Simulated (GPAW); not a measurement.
## Ir in GPAW: the effect of functional

Crystal: Ir.

```
CELL_PARAMETERS angstrom
2.75138 0.00000 0.00000
-1.37569 2.38276 0.00000
0.00000 0.00000 4.46229
ATOMIC_POSITIONS crystal
Ir 0.33333 0.66667 0.25000
Ir 0.66667 0.33333 0.75000
```

This isn't the form of Ir at room conditions, which is fcc.

Alike in all runs:

* Program: GPAW 26.7.0
* Task: band structure
* Cutoff: 600 eV
* Basis: pw
* k mesh: 11 × 11 × 6
* Occupations: fermi-dirac, width 0.05 eV
* Spin: no spin polarisation

```csv
functional,potentials or basis,pressure (GPa)
LDA,the program's PAW data sets (release 1.2.1) made for this functional,?
PBEsol,PAW data sets generated in the run's folder for this functional,-13.4
RPBE,the program's PAW data sets (release 1.2.1) made for this functional,2.2
revPBE,the program's PAW data sets (release 1.2.1) made for this functional,0.9
BLYP,PAW data sets generated in the run's folder for this functional,13.2
```

Question: What does the run with functional LDA give?

Answer: Pressure -19.6 GPa.

Runs at the PBE level aren't shown here.
